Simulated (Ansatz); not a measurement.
# Au: properties at the relaxed cell

The task here is to estimate one member of a computed series from the others.

The COD entry's cell or inner coordinates are ideal or old and differ from later refinements, so a difference from it is no clean test against experiment.

Program: Ansatz 0.2.0. Level of theory: DFT r2SCAN, scalar-relativistic, plane waves, PAW. These are calculated values, not measurements.

1 further run of the same task is left out (set aside as unsound or not needed).

## The system as given

Symmetry: Fm-3m, No. 225, cubic system. The conventional cell has a = 4.124 Å, b = 4.124 Å, c = 4.124 Å, α = 90.00°, β = 90.00°, γ = 90.00°. Au (site symmetry m-3m) has 12 Au at 2.92 Å as nearest neighbours.

As a file:

```cif
data_structure
_symmetry_space_group_name_H-M 'P 1'
_symmetry_Int_Tables_number 1
_cell_length_a 2.9161
_cell_length_b 2.9161
_cell_length_c 2.9161
_cell_angle_alpha 60.000
_cell_angle_beta 60.000
_cell_angle_gamma 60.000
_cell_volume 17.53
loop_
_atom_site_label
_atom_site_type_symbol
_atom_site_fract_x
_atom_site_fract_y
_atom_site_fract_z
_atom_site_occupancy
Au1 Au 0.00000 0.00000 0.00000 1
```

It is the result of an earlier relaxation at this level (volume 17.53 Å³/atom; gap on the mesh: none (metal)).

Set-up of the first run:

The input, input.yaml:

```yaml
crystal:
  lattice:
    - [0.0, 2.0620134801, 2.0620134801]
    - [2.0620134801, 0.0, 2.0620134801]
    - [2.0620134801, 2.0620134801, 0.0]
  atoms:
    - { symbol: Au, position: [0.0, 0.0, 0.0] }
basis:
  ecutwfc: 500
kpoints:
  mp_grid: { grid: [18, 18, 18] }
  band_path:
    path:
      - [[0.0, 0.0, 0.0], [0.5, 0.0, 0.5], [0.625, 0.25, 0.625]]
      - [[0.375, 0.375, 0.75], [0.0, 0.0, 0.0], [0.5, 0.5, 0.5], [0.5, 0.25, 0.75], [0.5, 0.0, 0.5]]
    npoints: 14
hamiltonian:
  xc: r2scan
scf:
  occupations: { method: gaussian, width: 0.1 }
  n_extra_bands: 6
output:
  forces: true
  stress: true
  eigenvalues: true
  populations: true
  dos: { projected: true, de: 0.02, nscf_kmesh: { grid: [27, 27, 27] } }
  bader: true
```

Run with:

```console
> ansatz run input.yaml --threads 1 --pin off --max-ram 2560MiB --backend cpu --events-out ev --progress --plain --runs-dir out
```

Among the steps run: Bands, states and charges; Back to the database's cell; Point at V/V0 = 0.97; Volume × 1.03; Volume × 0.94; Point at V/V0 = 1.06; The cell scaled to 0.91 of its volume; The cell scaled to 1.10 of its volume; Point at V/V0 = 0.88.

One of the session's tables, all rows but one given; the rest of the session is left out.

It belongs to the step «Energy against volume». 

| volume (Å³/atom) | energy above the lowest point (meV/atom) | pressure (GPa) |
| --- | --- | --- |
| 15.431 | 164.6 | 28.83 |
| 15.957 | 86.0 | 19.34 |
| 16.483 | 35.6 | 11.58 |
| 17.009 | 8.4 | 5.22 |
| 17.535 | 0.0 | 0.03 |
| 18.061 | ? | ? |
| 18.587 | 26.7 | -7.56 |
| 19.288 | 67.7 | -11.00 |

Q: Estimate the row for volume (Å³/atom) = 18.061 from the others.

Worked estimate for «energy above the lowest point (meV/atom)». A straight line through the neighbours (17.535, 0.0) and (18.587, 26.7) gives 0.0 + (26.7 − 0.0) × (18.061 − 17.535) / (18.587 − 17.535) = 13.3; a parabola fitted to 4 rows on both sides gives 7.4.

**Answer.** energy above the lowest point (meV/atom): 7.1; pressure (GPa): -4.19. In «energy above the lowest point (meV/atom)» the line misses by +6.2 and the parabola by +0.3.

Caveats from the session: The projections leave out shells that the potentials don't hold, such as empty d states.
